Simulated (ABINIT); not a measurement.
BaTiO3 (Barioperovskite):

```
Ba Ti O
1.0
     3.98550    0.00000    0.00000
     0.00000    2.83690    2.84515
     0.00000   -2.83690    2.84515
Ba Ti O
1 1 3
Direct
  0.00000 0.00000 0.00000
  0.50000 0.51240 0.51240
  0.50000 0.99184 0.50524
  0.50000 0.50524 0.99184
  0.00000 0.48740 0.48740
```

* Program: ABINIT 10.8.3 (patched build)
* Task: relaxation of cell and atoms
* Functional: PBEsol
* Potentials or basis: JTH PAW PBE v2.0
* Cutoff: 626 eV
* k mesh: 5 × 5 × 5
* Occupations: fermi-dirac, width 0.05 eV
* Spin: no spin polarisation

At the start: pressure -2.4 GPa; volume 12.87 Å³/atom.

**Question.** Where does the relaxation end?

**Answer.** Over 11 steps the energy falls by 6.3 meV/atom and the volume is 12.82 Å³/atom (-0.4 %); space group Amm2 (No. 38, to 0.05 Å).

The path:
```csv
step,energy change (eV),largest force (eV/Å),pressure (GPa),volume (Å³)
1,0.0000,0.2780,-2.40,64.34
2,-0.0077,0.2481,-1.09,63.87
3,-0.0213,0.1466,0.60,63.40
4,-0.0286,0.0308,1.01,63.52
5,-0.0305,0.0312,0.26,63.85
6,-0.0310,0.0258,-0.03,64.05
7,-0.0312,0.0143,-0.08,64.11
8,-0.0312,0.0233,0.03,64.12
9,-0.0313,0.0090,-0.04,64.10
10,-0.0313,0.0064,-0.03,64.10
11,-0.0313,0.0003,0.00,64.10
```

Final structure:
```yaml
crystal:
  lattice:
    - [3.95955, 0.00000, 0.00000]
    - [0.00000, 2.83962, 2.85048]
    - [0.00000, -2.83962, 2.85048]
  atoms:
    - { symbol: Ba, position: [0.00000, 0.00687, 0.00687] }
    - { symbol: Ti, position: [0.50000, 0.52058, 0.52058] }
    - { symbol: O, position: [0.50000, 0.98401, 0.49398] }
    - { symbol: O, position: [0.50000, 0.49398, 0.98401] }
    - { symbol: O, position: [0.00000, 0.49144, 0.49144] }
```

Caveat: this set's barium file shifts pressures by 1.5 GPa and gaps by 0.1 eV against other sets; the PAW data sets were made with another functional, which shifts forces and pressure a little; the atomic spheres overlap.
